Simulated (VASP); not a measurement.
# Tc (Fm-3m) in VASP: settings compared

The runs below take Tc through single point, with r2SCAN, PBE.

Everything below comes from runs of VASP 6.6.1. Logs are shortened: lines on timing, memory, paths and dates and some standing lists are left out, and cuts for length are marked.

## 1. The structure

Symmetry: Fm-3m, No. 225, cubic system. The conventional cell has a = 3.851 Å, b = 3.851 Å, c = 3.851 Å, α = 90.00°, β = 90.00°, γ = 90.00°. Around Tc (site symmetry m-3m) lie 12 Tc at 2.72 Å.

The cell was built by a generator and needn't be a form met in nature.

## 2. Single point, r2SCAN

Contents of POSCAR:

```
Tc
1.0
    0.0000000000      1.9255855999      1.9255855999
    1.9255855999      0.0000000000      1.9255855999
    1.9255855999      1.9255855999      0.0000000000
Tc
1
Direct
    0.0000000000      0.0000000000      0.0000000000
```

Contents of INCAR.step1:

```
SYSTEM = Tc
  PREC = Accurate
  ENCUT = 520
  ISMEAR = 0
  SIGMA = 0.05
  LREAL = .False.
  LASPH = .True.
  NELM = 80
  NBANDS = 12
  GGA = PE
  ALGO = Normal
  EDIFF = 1E-4
  LWAVE = .True.
  LCHARG = .False.
```

Contents of INCAR.step2:

```
SYSTEM = Tc
  PREC = Accurate
  ENCUT = 520
  EDIFF = 1E-6
  ISMEAR = 0
  SIGMA = 0.05
  LREAL = .False.
  LASPH = .True.
  NELM = 80
  ALGO = Normal
  ISIF = 2
  LWAVE = .False.
  LCHARG = .True.
  METAGGA = R2SCAN
  LMIXTAU = .True.
  LELF = .True.
  LVHAR = .True.
  NBANDS = 12
  ISTART = 1
```

Contents of KPOINTS:

```
regular mesh
0
Gamma
  18 18 18
  0 0 0
```

Potentials or basis: VASP PAW PBE potentials, release 64 (Tc_pv).

The run is started by

```
$ cat potpaw_PBE.64/Tc_pv/POTCAR > POTCAR
$ cp INCAR.step1 INCAR
$ mpirun -np 1 vasp_std > vasp.out
$ cp INCAR.step2 INCAR
$ mpirun -np 1 vasp_std > vasp.out
```

OUTCAR:

```text
SYSTEM = Tc
   PREC = Accurate
   ENCUT = 520
   EDIFF = 1E-6
   ISMEAR = 0
   LREAL = .False.
   LASPH = .True.
   NELM = 80
   ISIF = 2
   METAGGA = R2SCAN
   ISTART = 1

 ion  position               nearest neighbor table
   1  0.000  0.000  0.000-

  LATTYP: Found a face centered cubic cell.
 ALAT       =     3.8511711998

  Lattice vectors:

 A1 = (   0.0000000000,   1.9255855999,   1.9255855999)
 A2 = (   1.9255855999,   0.0000000000,   1.9255855999)
 A3 = (   1.9255855999,   1.9255855999,   0.0000000000)

Analysis of symmetry for initial positions (statically):
=====================================================================
 Subroutine PRICEL returns:
 Original cell was already a primitive cell.

 Routine SETGRP: Setting up the symmetry group for a
 face centered cubic supercell.

 Subroutine GETGRP returns: Found 48 space group operations
 (whereof 48 operations were pure point group operations)
 out of a pool of 48 trial point group operations.

The static configuration has the point symmetry O_h .

Analysis of symmetry for dynamics (positions and initial velocities):
=====================================================================
 Subroutine PRICEL returns:
 Original cell was already a primitive cell.

 Routine SETGRP: Setting up the symmetry group for a
 face centered cubic supercell.

 Subroutine GETGRP returns: Found 48 space group operations
 (whereof 48 operations were pure point group operations)
 out of a pool of 48 trial point group operations.

The dynamic configuration has the point symmetry O_h .

 Subroutine INISYM returns: Found 48 space group operations
 (whereof 48 operations are pure point group operations),
 and found     1 'primitive' translations

----------------------------------------------------------------------------------------

                                     Primitive cell

  volume of cell :      14.2797

  direct lattice vectors                    reciprocal lattice vectors
     0.000000000  1.925585600  1.925585600    -0.259661269  0.259661269  0.259661269
     1.925585600  0.000000000  1.925585600     0.259661269 -0.259661269  0.259661269
     1.925585600  1.925585600  0.000000000     0.259661269  0.259661269 -0.259661269

  length of vectors
     2.723189271  2.723189271  2.723189271     0.449746510  0.449746510  0.449746510

  position of ions in fractional coordinates (direct lattice)
     0.000000000  0.000000000  0.000000000

  ion indices of the primitive-cell ions
   primitive index   ion index
                 1           1

----------------------------------------------------------------------------------------

 KPOINTS: regular mesh

Automatic generation of k-mesh.
 Grid dimensions read from file:
 generate k-points for:   18   18   18

 Generating k-lattice:

  Cartesian coordinates                     Fractional coordinates (reciprocal lattice)
    -0.014425626  0.014425626  0.014425626     0.055555556  0.000000000  0.000000000
     0.014425626 -0.014425626  0.014425626     0.000000000  0.055555556  0.000000000
     0.014425626  0.014425626 -0.014425626     0.000000000  0.000000000  0.055555556

  Length of vectors
     0.024985917  0.024985917  0.024985917

  Shift w.r.t. Gamma in fractional coordinates (k-lattice)
     0.000000000  0.000000000  0.000000000

 Subroutine IBZKPT returns following result:
 ===========================================

 Found    195 irreducible k-points:

 Following reciprocal coordinates:
            Coordinates               Weight
  0.000000  0.000000  0.000000      1.000000
  0.055556  0.000000  0.000000      8.000000
  0.111111  0.000000  0.000000      8.000000
  0.166667  0.000000  0.000000      8.000000
  0.222222  0.000000  0.000000      8.000000
  0.277778  0.000000  0.000000      8.000000
[... 16 lines left out ...]
 -0.277778  0.055556  0.000000     24.000000
 -0.222222  0.055556  0.000000     24.000000
 [... further k-points ...]
   k-points           NKPTS =    195   k-points in BZ     NKDIM =    195   number of bands    NBANDS=     12
   number of dos      NEDOS =    301   number of ions     NIONS =      1
   total plane-waves  NPLWV =   8000
   dimension x,y,z NGX =    20 NGY =   20 NGZ =   20
   dimension x,y,z NGXF=    40 NGYF=   40 NGZF=   40
   ions per type =               1
   NGX,Y,Z   is equivalent  to a cutoff of  12.21, 12.21, 12.21 a.u.
   NGXF,Y,Z  is equivalent  to a cutoff of  24.42, 24.42, 24.42 a.u.
 SYSTEM =  Tc
   PREC   = accura    normal or accurate (medium, high low for compatibility)
   ISTART =      1    job   : 0-new  1-cont  2-samecut
   ICHARG =      0    charge: 1-file 2-atom 10-const
   ISPIN  =      1    spin polarized calculation?
   LNONCOLLINEAR =      F non collinear calculations
   LSORBIT =      F    spin-orbit coupling
   LASPH  =      T    aspherical Exc in radial PAW
   ENCUT  =  520.0 eV  38.22 Ry    6.18 a.u.   5.06  5.06  5.06*2*pi/ulx,y,z
   NELM   =     80;   NELMIN=  2; NELMDL=  0     # of ELM steps
   EDIFF  = 0.1E-05   stopping-criterion for ELM
   LREAL  =      F    real-space projection
   EDIFFG = 0.1E-04   stopping-criterion for IOM
   NSW    =      0    number of steps for IOM
   IBRION =     -1    ionic relax: 0-MD 1-quasi-New 2-CG
   NFREE  =      0    steps in history (QN), initial steepest desc. (CG)
   ISIF   =      2    stress and relaxation
   ISYM   =      2    0-nonsym 1-usesym 2-fastsym
   POTIM  = 0.5000    time-step for ionic-motion
   TEBEG  =    0.0;   TEEND  =   0.0 temperature during run
   PSTRESS=    0.0 pullay stress
   NELECT =      13.0000    total number of electrons
   NUPDOWN=      -1.0000    fix difference up-down
   EMIN   =  10.00;   EMAX   =-10.00  energy-range for DOS
   EFERMI =   0.00;   METHOD = LEGACY
   ISMEAR =     0;   SIGMA  =   0.05  broadening in eV -4-tet -1-fermi 0-gaus
   EFERMI_NEDOS =   21; number of points for ismear=-14 and -15
   IALGO  =     38    algorithm
   IMIX   =      4    mixing-type and parameters
     AMIX     =   0.40;   BMIX     =  1.00
     AMIX_MAG =   1.60;   BMIX_MAG =  1.00
  volume/ion in A,a.u.               =      14.28        96.36
  Fermi-wavevector in a.u.,A,eV,Ry     =   1.586657  2.998347 34.252412  2.517481
  Thomas-Fermi vector in A             =   2.685935
   LORBIT       =      0    0 simple, 1 ext, 2 COOP (PROOUT), +10 PAW based schemes
   METAGGA = R2SCAN    functional components
   LHFCALC =     F    Hartree Fock is set to
   AEXX    =    0.0000 exact exchange contribution
   IVDW    =     0    specifies the selected vdW correction
   LEPSILON=     F    determine dielectric tensor
   LRPA    =     F    only Hartree local field effects (RPA)
 non-spin polarized calculation
 Gauss-broadening in eV      SIGMA  =   0.05
  energy-cutoff  :      520.00
  volume of cell :       14.28
 maximum number of plane-waves:       397
   NGX = 11   NGY = 11   NGZ = 11

 number of electron      12.9999996 magnetization

 Free energy of the ion-electron system (eV)
  ---------------------------------------------------
  ext. energy  EPLUGINS =         0.00000000
  ---------------------------------------------------
  free energy    TOTEN  =       -25.90371481 eV

  energy without entropy =      -25.90277386  energy(sigma->0) =      -25.90324434

 E-fermi :  12.8261     XC(G=0): -15.1399

 val. band max:       12.7717396488   @ k =  -0.4444   0.2778   0.1111
 cond. band min:      12.8295570007   @ k =  -0.1667   0.1111   0.0000
 fundamental gap:      0.0578173519
 Fermi energy:        12.8260602452

 k-point     1 :       0.0000    0.0000    0.0000
  band No.  band energies     occupation
      1     -26.7917      2.00000
      2     -26.7917      2.00000
      3     -26.7917      2.00000
      4       4.8613      2.00000
      5      10.8960      2.00000
      6      10.8960      2.00000
      7      10.8960      2.00000
      8      13.7503      0.00000
      9      13.7503      0.00000
     10      27.4145      0.00000
     11      33.5086      0.00000
     12      33.5086      0.00000

 k-point     2 :       0.0556    0.0000    0.0000
  band No.  band energies     occupation
      1     -26.8364      2.00000
      2     -26.7972      2.00000
      3     -26.7972      2.00000
      4       5.0017      2.00000
      5      10.8096      2.00000
      6      10.9577      2.00000
      7      10.9577      2.00000
      8      13.7051      0.00000
      9      13.7051      0.00000
     10      27.6695      0.00000
     11      32.8385      0.00000
     12      33.7465      0.00000

 k-point     3 :       0.1111    0.0000    0.0000
  band No.  band energies     occupation
      1     -26.9640      2.00000
      2     -26.8133      2.00000
      3     -26.8133      2.00000
      4       5.4022      2.00000
      5      10.5915      2.00000
      6      11.1195      2.00000
      7      11.1195      2.00000
      8      13.6037      0.00000
      9      13.6037      0.00000
     10      28.3665      0.00000
     11      31.4930      0.00000
     12      34.4390      0.00000
[... 286 lines left out ...]
 k-point    23 :      -0.2778    0.0556    0.0000
  band No.  band energies     occupation
      1     -27.7039      2.00000
      2     -26.9573      2.00000
      3     -26.8957      2.00000
      4       7.1896      2.00000
      5      10.7408      2.00000
      6      11.2004      2.00000
      7      11.3155      2.00000
      8      13.8736      0.00000
      9      14.8642      0.00000
     10      27.2197      0.00000
     11      30.3050      0.00000
     12      36.5987      0.00000

 k-point    24 :      -0.2222    0.0556    0.0000
  band No.  band energies     occupation
      1     -27.4730      2.00000
      2     -26.9246      2.00000
      3     -26.8633      2.00000
      4       6.8934      2.00000
      5      10.2296      2.00000
      6      11.3614      2.00000
      7      11.4561      2.00000
      8      13.3833      0.00000
      9      14.3035      0.00000
     10      28.3180      0.00000
     11      30.6612      0.00000
     12      36.2840      0.00000

 [... further k-points ...]

------------------------ aborting loop because EDIFF is reached ----------------------------------------

  FORCE on cell =-STRESS in cart. coord.  units (eV):
  Direction    XX          YY          ZZ          XY          YZ          ZX
  --------------------------------------------------------------------------------------
  -------------------------------------------------------------------------------------
  Total        0.0367562      0.0367562      0.0367562     -0.0000000      0.0000000      0.0000000
  in kB        4.1240386      4.1240386      4.1240386     -0.0000000      0.0000000      0.0000000
  external PRESSURE =       4.1240386 kB  Pullay stress =       0.0000000 kB

 VOLUME and BASIS-vectors are now :
 -----------------------------------------------------------------------------
  energy-cutoff  :      520.00
  volume of cell :       14.28
      direct lattice vectors                 reciprocal lattice vectors
     0.000000000  1.925585600  1.925585600    -0.259661269  0.259661269  0.259661269
     1.925585600  0.000000000  1.925585600     0.259661269 -0.259661269  0.259661269
     1.925585600  1.925585600  0.000000000     0.259661269  0.259661269 -0.259661269

 POSITION                                       TOTAL-FORCE (eV/Angst)
 -----------------------------------------------------------------------------------
      0.00000      0.00000      0.00000        -0.000000      0.000000     -0.000000
 -----------------------------------------------------------------------------------
    total drift:                               -0.000000     -0.000000     -0.000000

  FREE ENERGIE OF THE ION-ELECTRON SYSTEM (eV)
  ---------------------------------------------------
  free  energy   TOTEN  =       -25.9037148099 eV

  energy  without entropy=      -25.9027738611  energy(sigma->0) =      -25.90324434
```

Wall time 53 s (1 thread of AMD EPYC 9R45 (Zen 5), shared host); peak memory 0.12 GiB.

What came out:

```yaml
Free_energy: -25.9037 eV
Pressure: 0.4 GPa
Band_gap_on_the_k_mesh: none (metal or under the smearing width)
```

Caveat: the PAW data sets were made with another functional, which shifts forces and pressure a little.

## 3. Single point, PBE

Contents of INCAR:

```
SYSTEM = Tc
ALGO     = Fast           ! electronic algorithm
EDIFF    = 1E-6           ! SCF threshold, eV
ENCUT    = 520            ! plane-wave cutoff, eV
GGA      = PE             ! functional
ISIF     = 2              ! what is computed and relaxed
ISMEAR   = 0              ! smearing method
LASPH    = .TRUE.         ! aspherical terms in the spheres
LCHARG   = .FALSE.        ! write CHGCAR
LREAL    = .FALSE.        ! projectors in reciprocal space
LWAVE    = .FALSE.        ! write WAVECAR
NBANDS   = 12             ! bands
NELM     = 60             ! most SCF steps
PREC     = Accurate       ! precision mode
SIGMA    = 0.05           ! smearing width, eV
```

Contents of KPOINTS:

```
k-points
0
G
  8 8 8
  0 0 0
```

Contents of POSCAR:

```
Tc
1.0
    0.0000000000      1.9259370262      1.9259370262
    1.9259370262      0.0000000000      1.9259370262
    1.9259370262      1.9259370262      0.0000000000
Tc
1
Direct
    0.0000000000      0.0000000000      0.0000000000
```

Potentials or basis: VASP PAW PBE potentials, release 64 (Tc_pv).

The run is started by

```
$ cat potpaw_PBE.64/Tc_pv/POTCAR > POTCAR
$ mpirun -np 1 vasp_std > vasp.out
```

Run time: 4 s. Hardware: 1 thread of AMD EPYC 9R45 (Zen 5), shared host; peak memory 0.09 GiB.

The run converged. Its results:

| Property | Result |
| --- | --- |
| Free energy | -10.2690 eV |
| Pressure | 4.4 GPa |
| Band gap on the k mesh | none (metal or under the smearing width) |

Levels at points of the mesh, in eV from the Fermi level:
| k point | band 4 | band 5 | band 6 | band 7 | band 8 | band 9 | band 10 | band 11 |
| --- | --- | --- | --- | --- | --- | --- | --- | --- |
| (0.00, 0.00, 0.00) | -7.54 | -1.86 | -1.86 | -1.86 | 0.79 | 0.79 | 13.97 | 19.63 |
| (0.50, 0.00, 0.00) | -5.62 | -2.02 | -2.02 | 1.25 | 2.84 | 2.84 | 10.84 | 13.64 |
| (0.50, 0.50, 0.00) | -6.00 | -5.42 | 2.79 | 3.41 | 3.41 | 3.88 | 13.09 | 13.09 |

## 4. Single point, PBE

This run uses another cell than the first one, of 14.52 Å³/atom, 1.017 times its volume.

Contents of INCAR:

```
PREC = Accurate
ENCUT = 520
EDIFF = 1E-6
ISMEAR = 0
SIGMA = 0.05
LREAL = False
LASPH = True
NELM = 100
ALGO = Normal
ISIF = 2
LWAVE = False
LCHARG = False
GGA = PE
NBANDS = 12
```

Contents of KPOINTS:

```
Automatic mesh
0
Gamma
  8 8 8
```

Contents of POSCAR:

```
Tc
1.0
    0.0000000000      1.9363261565      1.9363261565
    1.9363261565      0.0000000000      1.9363261565
    1.9363261565      1.9363261565      0.0000000000
Tc
1
Direct
    0.0000000000      0.0000000000      0.0000000000
```

The run is started by

```
$ cat potpaw_PBE.64/Tc_pv/POTCAR > POTCAR
$ mpirun -np 1 vasp_std > vasp.out
```

It took 3 s on 1 thread of AMD EPYC 9R45 (Zen 5), shared host; peak memory 0.09 GiB.

Results (log left out):

```
Free energy            : -10.2719 eV
Pressure               : -0.9 GPa
Band gap on the k mesh : none (metal or under the smearing width)
```

Levels at points of the mesh, in eV from the Fermi level:
```
           k point  band 3  band 4  band 5  band 6  band 7  band 8  band 9  band 10  band 11  band 12
(0.00, 0.00, 0.00)  -38.42   -7.47   -1.82   -1.82   -1.82    0.77    0.77    13.98    19.54    19.54
(0.50, 0.00, 0.00)  -38.58   -5.52   -1.97   -1.97    1.21    2.76    2.76    10.61    13.64    20.14
(0.50, 0.50, 0.00)  -38.86   -5.87   -5.30    2.72    3.33    3.33    3.80    12.97    12.97    14.08
```

## 5. The runs side by side

```tsv
level	cell	k mesh	gap on the mesh (eV)	pressure (GPa)
r2SCAN	Fm-3m, 14.28 Å³/atom	18 × 18 × 18	none	0.4
PBE	Fm-3m, 14.29 Å³/atom	8 × 8 × 8	none	4.4
PBE	Fm-3m, 14.52 Å³/atom	8 × 8 × 8	none	-0.9
```

Alike in all rows: task single point; potentials or basis VASP PAW PBE potentials, release 64 (Tc_pv); no spin polarisation; cutoff (eV) 520; smearing gaussian 0.05 eV.

Every run on the cell as given and a fine mesh finds a metal. The pressure there spans -0.9 GPa (PBE) to 4.4 GPa (PBE); a positive pressure means that this level wants a larger cell, a negative one a smaller.

Caveats: the PAW data sets were made with another functional, which shifts forces and pressure a little (some runs).

Absolute energies hang on the potentials; compare differences alone.
